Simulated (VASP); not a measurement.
Wanted: the native input for a VASP 6.6.1 run.

```yaml
Task: single point
Functional: PBEsol
Potentials_or_basis: VASP PAW PBE potentials, release 64 (O, H, C)
Cutoff: 520 eV
k_mesh: 1 × 1 × 1
Occupations: fermi-dirac, width 0.05 eV
Spin: no spin polarisation
Dipole_correction: no
Further_INCAR_settings: LREAL = Auto; ALGO = Fast; EDIFF = 1e-07; NBANDS = 50
```

The structure of H14CO8 lies in POSCAR:

```
H14CO8
1.0
    6.8105660000      0.0000000000      0.0000000000
    0.0000000000      6.8105660000      0.0000000000
    0.0000000000      0.0000000000      6.8105660000
O H C
8 14 1
Direct
    0.3375490378      0.2703446380      0.9031261132
    0.2044323482      0.8544223784      0.9970977449
    0.6201540371      0.5116021194      0.5487355970
    0.8164372829      0.2507427430      0.7407313871
    0.8459502485      0.6905299794      0.3326155271
    0.3967364827      0.3320869367      0.3140708129
    0.8742298364      0.0439611040      0.3943871919
    0.9778335604      0.1274049763      0.0927529371
    0.2938375460      0.1389605504      0.9294675362
    0.4719872034      0.2524312957      0.8654787282
    0.0883627000      0.9335200628      0.9978025321
    0.1897933300      0.7874235416      0.8688998829
    0.5143184869      0.4525468221      0.4645869374
    0.6984441528      0.4205817842      0.6260859964
    0.8647445748      0.1636574699      0.6406956485
    0.8400329723      0.2061209010      0.8804260909
    0.7132887340      0.5872639660      0.4377462901
    0.9275440543      0.6296833479      0.2342096090
    0.3704978411      0.3543905161      0.1731280484
    0.2759242037      0.2755864931      0.3509546784
    0.8899700847     -0.1421174099      0.3562112165
    0.8984422146      0.3241874464      0.3285483174
    0.9118038060      0.1644650386      0.2603307860
```

The cell was built by a generator and needn't be a form met in nature.

One way to write it, as run:

INCAR

```
SYSTEM = H14CO8
  ALGO = Fast
  EDIFF = 1E-7
  ENCUT = 520
  GGA = PS
  ISIF = 2
  ISMEAR = -1
  LASPH = .True.
  LCHARG = .False.
  LREAL = Auto
  LWAVE = .False.
  NBANDS = 50
  NELM = 100
  PREC = Accurate
  SIGMA = 0.05
```

KPOINTS

```
k-points
0
Gamma
  1 1 1
  0 0 0
```

Potentials or basis: VASP PAW PBE potentials, release 64 (O, H, C).

Run with:

```bash
$ cat potpaw_PBE.64/O/POTCAR potpaw_PBE.64/H/POTCAR potpaw_PBE.64/C/POTCAR > POTCAR
$ mpirun -np 1 vasp_gam > vasp.out
```

It gave:

The pressure is 0.9 GPa, the largest force is 2.434 eV/Å and the band gap on the k mesh is 5.19 eV, direct.

Caveat: the standard files for N, O and F lose accuracy on very short bonds; the PAW data sets were made with another functional, which shifts forces and pressure a little.

Run time: 45 s on 1 thread of Intel(R) Xeon(R) Platinum 8559C (Emerald Rapids), on a shared host, peak memory 0.38 GiB.
